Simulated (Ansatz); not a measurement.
Phonon dispersion of SrTiO$_{3}$

The calculation used DFT PBE, scalar-relativistic, plane waves, PAW in Ansatz. Cutoff 420 eV, 8×8×8 k-points (Γ-centred), fixed occupations. No spin polarisation. Phonons by linear response, acoustic sum rule imposed.

The cell, relaxed at this level:
```yaml
crystal:
  lattice:
    - [3.93649, 0.00000, 0.00000]
    - [0.00000, 3.93649, 0.00000]
    - [0.00000, 0.00000, 3.93649]
  atoms:
    - { symbol: Sr, position: [0.00000, 0.00000, 0.00000] }
    - { symbol: Ti, position: [0.50000, 0.50000, 0.50000] }
    - { symbol: O, position: [0.00000, 0.50000, 0.50000] }
    - { symbol: O, position: [0.50000, 0.00000, 0.50000] }
    - { symbol: O, position: [0.50000, 0.50000, 0.00000] }
```

It was relaxed at this level from a cell as deposited in COD. The q mesh is coarse, so values between its points are rough.

Force constants from linear response on a 2×2×2 q mesh.

Path: Γ–X–M–Γ–R–X | R–M. Only the points of the 2×2×2 mesh were computed; the rest is interpolation, which is rough on so few points. At q = (0.000, 0.000, 0.000) a computed mode is imaginary, 140i cm⁻¹, so the cell is unstable at this level. Distance along the path (Å⁻¹), then the branches (cm⁻¹, negative for imaginary; the LO field is included):
```
0.000  -140 -140 0 0 0 144 144 144 233 233 233 446 509 509 730
0.200  -126 -126 49 49 79 142 142 164 240 241 241 454 506 506 730
0.399  -98 -98 90 90 126 142 142 212 254 264 264 477 496 496 726
0.599  -69 -69 100 100 150 152 152 250 268 294 294 483 483 506 721
0.798  -52 -52 98 98 158 158 159 263 274 309 309 476 476 520 717
0.998  -35 94 96 98 180 181 196 231 265 310 338 472 480 516 724
1.197  28 97 97 111 164 220 234 261 309 312 379 458 486 503 742
1.397  42 85 97 102 106 246 256 289 314 405 419 438 484 484 759
1.596  19 45 97 104 104 253 253 315 315 425 451 460 460 462 766
1.878  33 97 99 108 114 245 249 273 305 381 396 449 483 492 753
2.160  -59 75 108 114 159 191 221 224 265 278 321 477 481 498 733
2.443  -113 -88 72 78 98 143 160 175 232 247 259 456 502 505 728
2.725  -140 -140 0 0 0 144 144 144 233 233 233 446 509 509 730
2.898  -124 -124 46 46 67 144 152 152 232 242 242 449 507 507 729
3.243  70 70 102 136 136 212 212 212 218 300 300 467 493 493 733
3.589  101 112 112 141 141 149 317 318 318 376 376 470 472 472 766
3.934  -37 -34 -34 121 123 123 389 396 396 421 421 442 442 443 797
4.248  -56 -54 -38 122 123 124 394 400 401 422 426 437 438 440 798
4.530  106 108 114 119 119 141 325 326 368 393 406 450 467 474 777
4.812  91 98 108 172 191 204 211 241 300 337 373 463 480 502 745
5.095  38 49 96 99 163 170 178 256 256 313 326 475 478 518 721
5.236  -72 -72 -72 125 125 125 414 414 414 424 424 424 431 431 801
5.435  -66 50 50 121 122 122 375 391 391 428 436 438 441 441 796
5.635  -49 112 115 115 152 152 285 361 361 437 437 447 454 454 783
5.834  -21 102 107 107 158 221 221 333 333 430 447 458 460 460 771
6.034  19 45 97 104 104 253 253 315 315 425 451 460 460 462 766
```
